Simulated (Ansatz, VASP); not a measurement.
## GaSb: VASP beside Ansatz

One calculation is typed for both programs; each brings its own data sets and cutoff. How far apart do they land?

Method: plane waves, with VASP 6.6.1 beside it; band structure at PBE, spin-orbit coupling, in Ansatz 0.2.0.

The database entry behind the starting cell differs from later determinations by our own check (about 0.4 % long), so it need not match the best structure at ambient conditions.

**1. Starting point**

Symmetry: F-43m, No. 216, cubic system. Conventional cell: a = 6.118 Å, b = 6.118 Å, c = 6.118 Å, α = 90.00°, β = 90.00°, γ = 90.00°. Nearest to Ga lie 4 Sb at 2.65 Å. Sb has 4 Ga at 2.65 Å nearest. Farther neighbours are not listed.

As a file:

```
Ga Sb
1.0
     0.00000    3.05900    3.05900
     3.05900    0.00000    3.05900
     3.05900    3.05900    0.00000
Ga Sb
1 1
Cartesian
  0.0000 0.0000 0.0000
  1.5295 1.5295 1.5295
```

**2. VASP: band structure, PBE, spin-orbit coupling**

With cell and atoms fixed, the geometry can't cause a difference; cores, projectors, grids and the points listed under the comparison can.

Lines of VASP's logs that name or quote its potential files are left out, and so is its time.

File INCAR:

```
SYSTEM = GaSb
PREC = Accurate
ENCUT = 430
EDIFF = 1E-08
NELM = 100
ISMEAR = 0
SIGMA = 0.01
LREAL = .FALSE.
ALGO = Normal
GGA = PE
LNONCOLLINEAR = .TRUE.
MAGMOM = 0 0 0 0 0 0
NBANDS = 40
GGA_COMPAT = .FALSE.
LASPH = .TRUE.
LSORBIT = .TRUE.
LORBIT = 11
LWAVE = .TRUE.
LCHARG = .FALSE.
KPAR = 8
```

File POSCAR:

```
GaSb
1.0
    0.0000000000      3.0590000000      3.0590000000
    3.0590000000      0.0000000000      3.0590000000
    3.0590000000      3.0590000000      0.0000000000
Ga Sb
1 1
Direct
    0.0000000000      0.0000000000      0.0000000000
    0.2500000000      0.2500000000      0.2500000000
```

File KPOINTS:

```
Automatic mesh
0
Gamma
4 4 4
0 0 0
```

File KPOINTS_OPT:

```
Line mode
12
Line-mode
Reciprocal
  0.00000000   0.00000000   0.00000000 GAMMA
  0.50000000   0.00000000   0.50000000 X

  0.50000000   0.00000000   0.50000000 X
  0.50000000   0.25000000   0.75000000 W

  0.50000000   0.25000000   0.75000000 W
  0.37500000   0.37500000   0.75000000 K

  0.37500000   0.37500000   0.75000000 K
  0.00000000   0.00000000   0.00000000 GAMMA

  0.00000000   0.00000000   0.00000000 GAMMA
  0.50000000   0.50000000   0.50000000 L

  0.50000000   0.50000000   0.50000000 L
  0.62500000   0.25000000   0.62500000 U

  0.62500000   0.25000000   0.62500000 U
  0.50000000   0.25000000   0.75000000 W

  0.50000000   0.25000000   0.75000000 W
  0.50000000   0.50000000   0.50000000 L

  0.50000000   0.50000000   0.50000000 L
  0.37500000   0.37500000   0.75000000 K

  0.62500000   0.25000000   0.62500000 U
  0.50000000   0.00000000   0.50000000 X
```

The projector-augmented-wave data sets are Ga_d_GW and Sb_d_GW (PBE family, release 64).

On the command line:

```console
$ mpirun -np 8 vasp_ncl
```

Numbers of over 12 decimals in the logs are rounded to 6 here.

Output:

```text
[banner, memory and clock lines left out]
running    8 mpi-ranks, on    1 nodes
 distrk:  each k-point on    1 cores,    8 groups
 distr:  one band on    1 cores,    1 groups

 POSCAR found type information on POSCAR GaSb
 POSCAR found :  2 types and       2 ions
|                                                                             |
|           W    W    AA    RRRRR   N    N  II  N    N   GGGG   !!!           |
|           W    W   A  A   R    R  NN   N  II  NN   N  G    G  !!!           |
|           W    W  A    A  R    R  N N  N  II  N N  N  G       !!!           |
|           W WW W  AAAAAA  RRRRR   N  N N  II  N  N N  G  GGG   !            |
|           WW  WW  A    A  R   R   N   NN  II  N   NN  G    G                |
|           W    W  A    A  R    R  N    N  II  N    N   GGGG   !!!           |
|                                                                             |
|     For optimal performance we recommend to set                             |
|       NCORE = 2 up to number-of-cores-per-socket                            |
|     NCORE specifies how many cores store one orbital (NPAR=cpu/NCORE).      |
|     This setting can greatly improve the performance of VASP for DFT.       |
|     The default, NCORE=1 might be grossly inefficient on modern             |
|     multi-core architectures or massively parallel machines. Do your        |
|     Unfortunately you need to use the default for GW and RPA                |
|     calculations (for HF NCORE is supported but not extensively tested      |
|     yet).                                                                   |
|                                                                             |

 LDA part: xc-table for (Slater+PW92), standard interpolation
 POSCAR, INCAR and KPOINTS ok, starting setup
 FFT: planning ... GRIDC
 FFT: planning ... GRID_SOFT
 FFT: planning ... GRID
 WAVECAR not read
 entering main loop
       N       E                     dE             d eps       ncg     rms          rms(c)
DAV:   1     0.278483579375E+03    0.27848E+03   -0.10227E+04  1184   0.121E+04
DAV:   2     0.443172777761E+02   -0.23417E+03   -0.22573E+03  1560   0.170E+03
DAV:   3    -0.354820431010E+01   -0.47865E+02   -0.47509E+02  1488   0.312E+02
DAV:   4    -0.721595941148E+01   -0.36678E+01   -0.36651E+01  1416   0.656E+01
DAV:   5    -0.735504461194E+01   -0.13909E+00   -0.13904E+00  1304   0.172E+01    0.385E+00
DAV:   6    -0.731116262010E+01    0.43882E-01   -0.24535E-01  1528   0.996E+00    0.236E+00
DAV:   7    -0.729293596405E+01    0.18227E-01   -0.41428E-02  1328   0.421E+00    0.380E-01
DAV:   8    -0.729454062026E+01   -0.16047E-02   -0.38875E-03  1496   0.151E+00    0.129E-01
DAV:   9    -0.729514877319E+01   -0.60815E-03   -0.45897E-04  1424   0.238E-01    0.902E-02
DAV:  10    -0.729544001359E+01   -0.29124E-03   -0.17059E-04  1136   0.178E-01    0.254E-02
DAV:  11    -0.729552572402E+01   -0.85710E-04   -0.85111E-05  1248   0.165E-01    0.560E-03
DAV:  12    -0.729553249237E+01   -0.67683E-05   -0.12215E-05  1136   0.594E-02    0.203E-03
DAV:  13    -0.729553256916E+01   -0.76788E-07   -0.66920E-07  1408   0.253E-02    0.104E-03
DAV:  14    -0.729553268152E+01   -0.11236E-06   -0.38417E-08   944   0.230E-03    0.452E-04
DAV:  15    -0.729553278104E+01   -0.99515E-07   -0.37428E-08   944   0.470E-03    0.942E-05
DAV:  16    -0.729553278146E+01   -0.42564E-09   -0.22503E-09   648   0.110E-03
   1 F= -.72955328E+01 E0= -.72954446E+01  d E =-.176309E-03  mag=    -0.0000     0.0000     0.0000
 Start KPOINTS_OPT (optional k-point list driver)
k-point batch [1-10\120]
       N       E                     dE             ncg
DAV:   1    -0.785651577143E+03   -0.33897E+04     1208
DAV:   2    -0.309240930747E+04   -0.23068E+04     1528
DAV:   3    -0.359212995240E+04   -0.49972E+03     1544
DAV:   4    -0.363019370331E+04   -0.38064E+02     1376
DAV:   5    -0.363130972004E+04   -0.11160E+01     1232
DAV:   6    -0.363152134236E+04   -0.21162E+00     1384
DAV:   7    -0.363152469803E+04   -0.33557E-02     1088
DAV:   8    -0.363152532027E+04   -0.62224E-03     1376
DAV:   9    -0.363152533197E+04   -0.11704E-04     1096
DAV:  10    -0.363152533388E+04   -0.19103E-05     1344
DAV:  11    -0.363152533393E+04   -0.43216E-07      944
DAV:  12    -0.363152533393E+04   -0.26776E-08      616
[...]
k-point batch [111-120\120]
       N       E                     dE             ncg
DAV:   1    -0.830822916278E+03   -0.89723E+04     1192
DAV:   2    -0.318393868485E+04   -0.23531E+04     1544
DAV:   3    -0.368488486438E+04   -0.50095E+03     1512
DAV:   4    -0.372388062708E+04   -0.38996E+02     1400
DAV:   5    -0.372510830275E+04   -0.12277E+01     1168
DAV:   6    -0.372536317097E+04   -0.25487E+00     1432
DAV:   7    -0.372536747440E+04   -0.43034E-02     1056
DAV:   8    -0.372536824803E+04   -0.77363E-03     1440
DAV:   9    -0.372536826340E+04   -0.15368E-04     1040
DAV:  10    -0.372536826598E+04   -0.25811E-05     1400
DAV:  11    -0.372536826604E+04   -0.57804E-07      872
DAV:  12    -0.372536826604E+04   -0.26416E-08      576
 writing wavefunctions
```

Parts of OUTCAR (step 2):

```text
ion  position               nearest neighbor table
   1  0.000  0.000  0.000-   2 2.65   2 2.65   2 2.65   2 2.65
   2  0.250  0.250  0.250-   1 2.65   1 2.65   1 2.65   1 2.65

  LATTYP: Found a face centered cubic cell.
 ALAT       =     6.1180000000

 Subroutine GETGRP returns: Found 24 space group operations
 (whereof 24 operations were pure point group operations)

The static configuration has the point symmetry T_d .

 Found     10 irreducible k-points:

   k-points           NKPTS =     10   k-points in BZ     NKDIM =     10   number of bands    NBANDS=     40

   dimension x,y,z NGX =    30 NGY =   30 NGZ =   30
   dimension x,y,z NGXF=    60 NGYF=   60 NGZF=   60

   ENCUT  =  430.0 eV  31.60 Ry    5.62 a.u.   7.31  7.31  7.31*2*pi/ulx,y,z

   NELECT =      28.0000    total number of electrons

 k-points in reciprocal lattice and weights: Automatic mesh
   0.00000000  0.00000000  0.00000000       0.016
   0.25000000  0.00000000  0.00000000       0.062
  -0.25000000  0.00000000  0.00000000       0.062
   0.50000000  0.00000000  0.00000000       0.062
   0.25000000  0.25000000  0.00000000       0.094
   0.50000000  0.25000000  0.00000000       0.188
   0.50000000 -0.25000000  0.00000000       0.188
  -0.25000000  0.25000000  0.00000000       0.188
   0.50000000  0.50000000  0.00000000       0.047
  -0.25000000  0.50000000  0.25000000       0.094

 average (electrostatic) potential at core
       1 -66.7482       2 -82.3460

 E-fermi :   4.0447

 k-point     1 :       0.0000    0.0000    0.0000
  band No.  band energies     occupation
    ...
     24       3.3456      1.00000
     25       3.8574      1.00000
     26       3.8574      1.00000
     27       4.0447      0.50001
     28       4.0447      0.50001
     29       4.0447      0.49999
     30       4.0447      0.49999
     31       6.4503      0.00000
     32       6.4503      0.00000
     33       6.6638      0.00000
    ...

 k-point     2 :       0.2500    0.0000    0.0000
  band No.  band energies     occupation
    ...
     24      -0.2152      1.00000
     25       2.8984      1.00000
     26       2.8984      1.00000
     27       3.3138      1.00000
     28       3.3140      1.00000
     29       4.6292      0.00000
     30       4.6292      0.00000
     31       7.3704      0.00000
     32       7.3704      0.00000
     33       7.5371      0.00000
    ...

 k-point     3 :      -0.2500    0.0000    0.0000
  band No.  band energies     occupation
    ...
     24      -0.2152      1.00000
     25       2.8984      1.00000
     26       2.8984      1.00000
     27       3.3138      1.00000
     28       3.3140      1.00000
     29       4.6292      0.00000
     30       4.6292      0.00000
     31       7.3704      0.00000
     32       7.3704      0.00000
     33       7.5371      0.00000
    ...

  Total        1.0902665      1.0902665      1.0902665      0.0000000      0.0000000      0.0000000
  in kB       30.5122927     30.5122927     30.5122927      0.0000000      0.0000000      0.0000000
  external PRESSURE =      30.5122927 kB  Pullay stress =       0.0000000 kB

  energy-cutoff  :      430.00
  volume of cell :       57.25
      direct lattice vectors                 reciprocal lattice vectors
     0.000000000  3.059000000  3.059000000    -0.163452109  0.163452109  0.163452109
     3.059000000  0.000000000  3.059000000     0.163452109 -0.163452109  0.163452109
     3.059000000  3.059000000  0.000000000     0.163452109  0.163452109 -0.163452109

 POSITION                                       TOTAL-FORCE (eV/Angst)
 -----------------------------------------------------------------------------------
      0.00000      0.00000      0.00000         0.000000      0.000000      0.000000
      1.52950      1.52950      1.52950        -0.000000      0.000000     -0.000000
 -----------------------------------------------------------------------------------
    total drift:                                0.000000      0.000000     -0.000001

  FREE ENERGIE OF THE ION-ELECTRON SYSTEM (eV)
  ---------------------------------------------------
  free  energy   TOTEN  =        -7.2955327815 eV

  energy  without entropy=       -7.2953564722  energy(sigma->0) =       -7.29544463

 Spin-Orbit-Coupling matrix elements
 Ion:    1  E_soc:     -0.0162729
 Ion:    2  E_soc:     -0.2455528

 total charge
# of ion       s       p       d       f       tot
--------------------------------------------------
    1        0.894   0.773   9.918   0.000  11.584
    2        1.236   1.611   9.986   0.008  12.841
--------------------------------------------------
tot          2.130   2.384  19.904   0.008  24.425

 magnetization (x)
# of ion       s       p       d       f       tot
--------------------------------------------------
    1        0.000  -0.000  -0.000   0.000   0.000
    2        0.000   0.000   0.000  -0.000   0.000
--------------------------------------------------
tot          0.000  -0.000  -0.000  -0.000   0.000

 magnetization (y)
# of ion       s       p       d       f       tot
--------------------------------------------------
    1       -0.000   0.000   0.000   0.000   0.000
    2        0.000  -0.000   0.000  -0.000  -0.000
--------------------------------------------------
tot         -0.000  -0.000   0.000  -0.000  -0.000

 magnetization (z)
# of ion       s       p       d       f       tot
--------------------------------------------------
    1       -0.000   0.000   0.000   0.000  -0.000
    2        0.000  -0.000   0.000  -0.000  -0.000
--------------------------------------------------
tot         -0.000  -0.000   0.000  -0.000  -0.000

[... 3 further parts left out ...]
```

The run ends at a pressure of 3.05 GPa.

[end of part 1 of 2]

[Lines on the potential files, build, host, timing and source positions are cut from VASP's logs without a mark.]

[Logs are printed without paths, hosts, clocks, repeated set-up lines and the standing remarks that a program may print on its own settings, such as how far it seeks lower states.]

[Hosts, paths, dates, database ids (printed as entryN), source tags and the programs' standing remarks are cut or masked in the printed files.]
